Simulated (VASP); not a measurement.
# Sb (Pm-3m) in VASP: a series of runs

The runs below take Sb through single point, with PBE.

All numbers are computed with VASP 6.6.1; they aren't measurements. Logs are shortened: lines on timing, memory, paths and dates and some standing lists are left out, and cuts for length are marked.

### 1 Starting point

The structure is cubic, space group Pm-3m (No. 221). Conventional cell: a = 3.160 Å, b = 3.160 Å, c = 3.160 Å, α = 90.00°, β = 90.00°, γ = 90.00°. Around Sb (site symmetry m-3m) lie 6 Sb at 3.16 Å.

This isn't the form of Sb at room conditions, which is rhombohedral.

### 2 Single point, PBE

INCAR reads:

```
PREC = Accurate
ENCUT = 520
EDIFF = 1E-6
ISMEAR = 0
SIGMA = 0.1
LREAL = F
LASPH = T
NELM = 100
ALGO = Normal
ISIF = 2
LWAVE = F
LCHARG = F
GGA = PE
NBANDS = 8
```

KPOINTS reads:

```
regular mesh
0
Gamma
  6 6 6
```

POSCAR reads:

```
Sb
1.0
    3.1600000000      0.0000000000      0.0000000000
    0.0000000000      3.1600000000      0.0000000000
    0.0000000000      0.0000000000      3.1600000000
Sb
1
Direct
    0.0000000000      0.0000000000      0.0000000000
```

Potentials or basis: VASP PAW PBE potentials, release 64 (Sb).

Launch:

```sh
cat potpaw_PBE.64/Sb/POTCAR > POTCAR
mpirun -np 1 vasp_std > vasp.out
```

OUTCAR:

```text
PREC = Accurate
   ENCUT = 520
   EDIFF = 1E-6
   ISMEAR = 0
   LREAL = F
   LASPH = T
   NELM = 100
   ISIF = 2
   GGA = PE

 ion  position               nearest neighbor table
   1  0.000  0.000  0.000-

  LATTYP: Found a simple cubic cell.
 ALAT       =     3.1600000000

  Lattice vectors:

 A1 = (   3.1600000000,   0.0000000000,   0.0000000000)
 A2 = (   0.0000000000,   3.1600000000,   0.0000000000)
 A3 = (   0.0000000000,   0.0000000000,   3.1600000000)

Analysis of symmetry for initial positions (statically):
=====================================================================
 Subroutine PRICEL returns:
 Original cell was already a primitive cell.

 Routine SETGRP: Setting up the symmetry group for a
 simple cubic supercell.

 Subroutine GETGRP returns: Found 48 space group operations
 (whereof 48 operations were pure point group operations)
 out of a pool of 48 trial point group operations.

The static configuration has the point symmetry O_h .

Analysis of symmetry for dynamics (positions and initial velocities):
=====================================================================
 Subroutine PRICEL returns:
 Original cell was already a primitive cell.

 Routine SETGRP: Setting up the symmetry group for a
 simple cubic supercell.

 Subroutine GETGRP returns: Found 48 space group operations
 (whereof 48 operations were pure point group operations)
 out of a pool of 48 trial point group operations.

The dynamic configuration has the point symmetry O_h .

 Subroutine INISYM returns: Found 48 space group operations
 (whereof 48 operations are pure point group operations),
 and found     1 'primitive' translations

----------------------------------------------------------------------------------------

                                     Primitive cell

  volume of cell :      31.5545

  direct lattice vectors                    reciprocal lattice vectors
     3.160000000  0.000000000  0.000000000     0.316455696  0.000000000  0.000000000
     0.000000000  3.160000000  0.000000000     0.000000000  0.316455696  0.000000000
     0.000000000  0.000000000  3.160000000     0.000000000  0.000000000  0.316455696

  length of vectors
     3.160000000  3.160000000  3.160000000     0.316455696  0.316455696  0.316455696

  position of ions in fractional coordinates (direct lattice)
     0.000000000  0.000000000  0.000000000

  ion indices of the primitive-cell ions
   primitive index   ion index
                 1           1

----------------------------------------------------------------------------------------

 KPOINTS: regular mesh

Automatic generation of k-mesh.
 Grid dimensions read from file:
 generate k-points for:    6    6    6

 Generating k-lattice:

  Cartesian coordinates                     Fractional coordinates (reciprocal lattice)
     0.052742616  0.000000000  0.000000000     0.166666667  0.000000000  0.000000000
     0.000000000  0.052742616  0.000000000     0.000000000  0.166666667  0.000000000
     0.000000000  0.000000000  0.052742616     0.000000000  0.000000000  0.166666667

  Length of vectors
     0.052742616  0.052742616  0.052742616

  Shift w.r.t. Gamma in fractional coordinates (k-lattice)
     0.000000000  0.000000000  0.000000000

 Subroutine IBZKPT returns following result:
 ===========================================

 Found     20 irreducible k-points:

 Following reciprocal coordinates:
            Coordinates               Weight
  0.000000  0.000000  0.000000      1.000000
  0.166667  0.000000  0.000000      6.000000
  0.333333  0.000000  0.000000      6.000000
  0.500000  0.000000  0.000000      3.000000
  0.166667  0.166667  0.000000     12.000000
  0.333333  0.166667  0.000000     24.000000
[... 12 lines left out ...]
  0.500000  0.500000  0.333333      6.000000
  0.500000  0.500000  0.500000      1.000000
   k-points           NKPTS =     20   k-points in BZ     NKDIM =     20   number of bands    NBANDS=      8
   number of dos      NEDOS =    301   number of ions     NIONS =      1
   total plane-waves  NPLWV =  13824
   dimension x,y,z NGX =    24 NGY =   24 NGZ =   24
   dimension x,y,z NGXF=    48 NGYF=   48 NGZF=   48
   ions per type =               1
   NGX,Y,Z   is equivalent  to a cutoff of  12.63, 12.63, 12.63 a.u.
   NGXF,Y,Z  is equivalent  to a cutoff of  25.25, 25.25, 25.25 a.u.
 SYSTEM =  unknown system
   PREC   = accura    normal or accurate (medium, high low for compatibility)
   ISTART =      0    job   : 0-new  1-cont  2-samecut
   ICHARG =      2    charge: 1-file 2-atom 10-const
   ISPIN  =      1    spin polarized calculation?
   LNONCOLLINEAR =      F non collinear calculations
   LSORBIT =      F    spin-orbit coupling
   LASPH  =      T    aspherical Exc in radial PAW
   ENCUT  =  520.0 eV  38.22 Ry    6.18 a.u.   5.88  5.88  5.88*2*pi/ulx,y,z
   NELM   =    100;   NELMIN=  2; NELMDL= -5     # of ELM steps
   EDIFF  = 0.1E-05   stopping-criterion for ELM
   LREAL  =      F    real-space projection
   EDIFFG = 0.1E-04   stopping-criterion for IOM
   NSW    =      0    number of steps for IOM
   IBRION =     -1    ionic relax: 0-MD 1-quasi-New 2-CG
   NFREE  =      0    steps in history (QN), initial steepest desc. (CG)
   ISIF   =      2    stress and relaxation
   ISYM   =      2    0-nonsym 1-usesym 2-fastsym
   POTIM  = 0.5000    time-step for ionic-motion
   TEBEG  =    0.0;   TEEND  =   0.0 temperature during run
   PSTRESS=    0.0 pullay stress
   NELECT =       5.0000    total number of electrons
   NUPDOWN=      -1.0000    fix difference up-down
   EMIN   =  10.00;   EMAX   =-10.00  energy-range for DOS
   EFERMI =   0.00;   METHOD = LEGACY
   ISMEAR =     0;   SIGMA  =   0.10  broadening in eV -4-tet -1-fermi 0-gaus
   EFERMI_NEDOS =   21; number of points for ismear=-14 and -15
   IALGO  =     38    algorithm
   IMIX   =      4    mixing-type and parameters
     AMIX     =   0.40;   BMIX     =  1.00
     AMIX_MAG =   1.60;   BMIX_MAG =  1.00
  volume/ion in A,a.u.               =      31.55       212.94
  Fermi-wavevector in a.u.,A,eV,Ry     =   0.885886  1.674081 10.677766  0.784794
  Thomas-Fermi vector in A             =   2.006979
   LORBIT       =      0    0 simple, 1 ext, 2 COOP (PROOUT), +10 PAW based schemes
   GGA     = PE    functional components
   LHFCALC =     F    Hartree Fock is set to
   AEXX    =    0.0000 exact exchange contribution
   IVDW    =     0    specifies the selected vdW correction
   LEPSILON=     F    determine dielectric tensor
   LRPA    =     F    only Hartree local field effects (RPA)
 non-spin polarized calculation
 Gauss-broadening in eV      SIGMA  =   0.10
  energy-cutoff  :      520.00
  volume of cell :       31.55
 maximum number of plane-waves:       872
 NGX is ok and might be reduce to    24
   NGX = 11   NGY = 11   NGZ = 11

 number of electron       5.0000001 magnetization

 Free energy of the ion-electron system (eV)
  ---------------------------------------------------
  ext. energy  EPLUGINS =         0.00000000
  ---------------------------------------------------
  free energy    TOTEN  =        -4.11527053 eV

  energy without entropy =       -4.11178980  energy(sigma->0) =       -4.11353017

 E-fermi :   6.6746     XC(G=0):  -9.3766

 val. band max:        6.5941421675   @ k =   0.5000   0.3333   0.3333
 cond. band min:       6.7528210343   @ k =   0.1667   0.1667   0.0000
 fundamental gap:      0.1586788668
 Fermi energy:         6.6745933212

 k-point     1 :       0.0000    0.0000    0.0000
  band No.  band energies     occupation
      1      -5.5062      2.00000
      2       9.5848      0.00000
      3       9.5848      0.00000
      4       9.5848      0.00000
      5      13.3261      0.00000
      6      13.3261      0.00000
      7      14.3840      0.00000
      8      23.7937      0.00000

 k-point     2 :       0.1667    0.0000    0.0000
  band No.  band energies     occupation
      1      -5.1315      2.00000
      2       6.5184      1.97280
      3       9.9424      0.00000
      4       9.9424      0.00000
      5      13.6346      0.00000
      6      14.3084      0.00000
      7      17.3334      0.00000
      8      21.4997      0.00000

 k-point     3 :       0.3333    0.0000    0.0000
  band No.  band energies     occupation
      1      -4.1140      2.00000
      2       2.9729      2.00000
      3      10.8246      0.00000
      4      10.8246      0.00000
      5      14.5044      0.00000
      6      15.3858      0.00000
      7      18.9157      0.00000
      8      18.9157      0.00000

 k-point     4 :       0.5000    0.0000    0.0000
  band No.  band energies     occupation
      1      -3.2847      2.00000
      2       1.2584      2.00000
      3      11.4154      0.00000
      4      11.4154      0.00000
      5      15.3089      0.00000
      6      16.9062      0.00000
      7      17.5596      0.00000
      8      17.7307      0.00000

 k-point     5 :       0.1667    0.1667    0.0000
  band No.  band energies     occupation
      1      -4.7564      2.00000
      2       6.7528      0.26859
      3       7.0149      0.00000
      4      10.3012      0.00000
      5      14.2670      0.00000
      6      17.2574      0.00000
      7      17.2751      0.00000
      8      19.0592      0.00000
[... 133 lines left out ...]
 k-point    18 :       0.5000    0.3333    0.3333
  band No.  band energies     occupation
      1      -0.3854      2.00000
      2       3.7523      2.00000
      3       5.9160      2.00000
      4       6.5941      1.74478
      5      11.2761      0.00000
      6      12.0854      0.00000
      7      14.0447      0.00000
      8      17.1091      0.00000

 k-point    19 :       0.5000    0.5000    0.3333
  band No.  band energies     occupation
      1       0.5674      2.00000
      2       4.3696      2.00000
      3       4.3696      2.00000
      4       6.9223      0.00046
      5      10.2635      0.00000
      6      12.6800      0.00000
      7      12.6800      0.00000
      8      15.4080      0.00000

 k-point    20 :       0.5000    0.5000    0.5000
  band No.  band energies     occupation
      1       1.6258      2.00000
      2       4.9520      2.00000
      3       4.9520      2.00000
      4       4.9520      2.00000
      5      11.3648      0.00000
      6      11.3648      0.00000
      7      11.3648      0.00000
      8      13.5312      0.00000

------------------------ aborting loop because EDIFF is reached ----------------------------------------

  FORCE on cell =-STRESS in cart. coord.  units (eV):
  Direction    XX          YY          ZZ          XY          YZ          ZX
  --------------------------------------------------------------------------------------
  -------------------------------------------------------------------------------------
  Total       -0.2819226     -0.2819226     -0.2819226      0.0000000     -0.0000000      0.0000000
  in kB      -14.3146020    -14.3146020    -14.3146020      0.0000000     -0.0000000      0.0000000
  external PRESSURE =     -14.3146020 kB  Pullay stress =       0.0000000 kB

 VOLUME and BASIS-vectors are now :
 -----------------------------------------------------------------------------
  energy-cutoff  :      520.00
  volume of cell :       31.55
      direct lattice vectors                 reciprocal lattice vectors
     3.160000000  0.000000000  0.000000000     0.316455696  0.000000000  0.000000000
     0.000000000  3.160000000  0.000000000     0.000000000  0.316455696  0.000000000
     0.000000000  0.000000000  3.160000000     0.000000000  0.000000000  0.316455696

 POSITION                                       TOTAL-FORCE (eV/Angst)
 -----------------------------------------------------------------------------------
      0.00000      0.00000      0.00000         0.000000      0.000000      0.000000
 -----------------------------------------------------------------------------------
    total drift:                               -0.000000      0.000000      0.000000

  FREE ENERGIE OF THE ION-ELECTRON SYSTEM (eV)
  ---------------------------------------------------
  free  energy   TOTEN  =        -4.1152705268 eV

  energy  without entropy=       -4.1117898049  energy(sigma->0) =       -4.11353017
```

Run time: 3 s. Hardware: 1 thread of Intel Xeon 6975P-C (Granite Rapids), shared host; peak memory 0.13 GiB.

What came out:

```
Free energy            : -4.1153 eV
Pressure               : -1.4 GPa
Band gap on the k mesh : none (metal or under the smearing width)
```

### 3 Single point, PBE, non-collinear spin, zero start, spin-orbit coupling

This run uses another cell than the first one, of 30.31 Å³/atom, 0.960 times its volume.

INCAR reads:

```
SYSTEM = Sb
PREC     = Accurate       ! precision mode
ENCUT    = 520            ! plane-wave cutoff, eV
EDIFF    = 1E-7           ! SCF threshold, eV
ISMEAR   = -5             ! smearing method
SIGMA    = 0.1            ! smearing width, eV
LREAL    = .False.        ! projectors in reciprocal space
LASPH    = .True.         ! aspherical terms in the spheres
NELM     = 150            ! most SCF steps
ALGO     = Fast           ! electronic algorithm
ISIF     = 2              ! what is computed and relaxed
LWAVE    = .False.        ! write WAVECAR
LCHARG   = .False.        ! write CHGCAR
MAGMOM   = 0 0 0          ! initial moments
LORBIT   = 11             ! projections on sites
LSORBIT  = .True.         ! spin-orbit coupling
GGA_COMPAT= .False.      
LORBMOM  = .True.       
GGA      = PE             ! functional
NBANDS   = 16             ! bands
```

KPOINTS reads:

```
regular mesh
0
Gamma
  14 14 14
  0 0 0
```

POSCAR reads:

```
Sb
1.0
    3.1177974458      0.0000000000      0.0000000000
    0.0000000000      3.1177974458      0.0000000000
    0.0000000000      0.0000000000      3.1177974458
Sb
1
Direct
    0.0000000000      0.0000000000      0.0000000000
```

Potentials or basis: VASP PAW PBE potentials, release 64 (Sb).

Launch:

```sh
cat potpaw_PBE.64/Sb/POTCAR > POTCAR
mpirun -np 1 vasp_ncl > vasp.out
```

It took 41 s on 1 thread of Intel Xeon 6975P-C (Granite Rapids), shared host; peak memory 0.24 GiB.

The run converged. Its results:

| Item | Value |
| --- | --- |
| Free energy | -4.1604 eV |
| Pressure | -0.4 GPa |
| Net moment | 0.00 μB per cell |
| Valence electrons inside the program's atomic spheres | Sb 2.36 |

Moments on the atoms (μB; x, y, z):
```
Sb  0.00 0.00 0.00
```
